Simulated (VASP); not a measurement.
Wanted: the native input for a VASP 6.6.1 run.

| Item | Value |
| --- | --- |
| Task | band structure |
| Functional | RPBE |
| Potentials or basis | VASP PAW PBE potentials, release 64 (W_sv) |
| Cutoff | 520 eV |
| k mesh | 12 × 12 × 12 |
| Occupations | fermi-dirac, width 0.05 eV |
| Spin | no spin polarisation |
| Further INCAR settings | ALGO = Fast; EDIFF = 1e-07; NBANDS = 13 |

The structure of W lies in POSCAR:

```
W
1.0
   -1.5823450000      1.5823450000      1.5823450000
    1.5823450000     -1.5823450000      1.5823450000
    1.5823450000      1.5823450000     -1.5823450000
W
1
Direct
    0.0000000000      0.0000000000      0.0000000000
```

The input as run:

INCAR

```
ALGO = Fast
EDIFF = 1E-7
ENCUT = 520
GGA = RP
ISIF = 2
ISMEAR = -1
LASPH = True
LCHARG = False
LMAXMIX = 4
LREAL = False
LWAVE = False
NBANDS = 13
NELM = 100
PREC = Accurate
SIGMA = 0.05
```

KPOINTS

```
k-points
0
Gamma
  12 12 12
```

KPOINTS_OPT

```
path GHNGPH,PN
10
line-mode
reciprocal
 0.0000000000  0.0000000000  0.0000000000  G
 0.5000000000 -0.5000000000  0.5000000000  H

 0.5000000000 -0.5000000000  0.5000000000  H
 0.0000000000  0.0000000000  0.5000000000  N

 0.0000000000  0.0000000000  0.5000000000  N
 0.0000000000  0.0000000000  0.0000000000  G

 0.0000000000  0.0000000000  0.0000000000  G
 0.2500000000  0.2500000000  0.2500000000  P

 0.2500000000  0.2500000000  0.2500000000  P
 0.5000000000 -0.5000000000  0.5000000000  H

 0.2500000000  0.2500000000  0.2500000000  P
 0.0000000000  0.0000000000  0.5000000000  N
```

Potentials or basis: VASP PAW PBE potentials, release 64 (W_sv).

Run with:

```sh
$ cat potpaw_PBE.64/W_sv/POTCAR > POTCAR
$ mpirun -np 1 vasp_std > vasp.out
```

Results of the run:

* Pressure: 10.3 GPa
* Band gap along the path: none (metal or under the smearing width)

Caveat: the PAW data sets were made with another functional, which shifts forces and pressure a little; spin-orbit coupling is left out, which moves the levels of the heavy elements.

It took 12 s on 1 thread of Intel(R) Xeon(R) Platinum 8488C (Sapphire Rapids), on a shared host, peak memory 0.14 GiB.
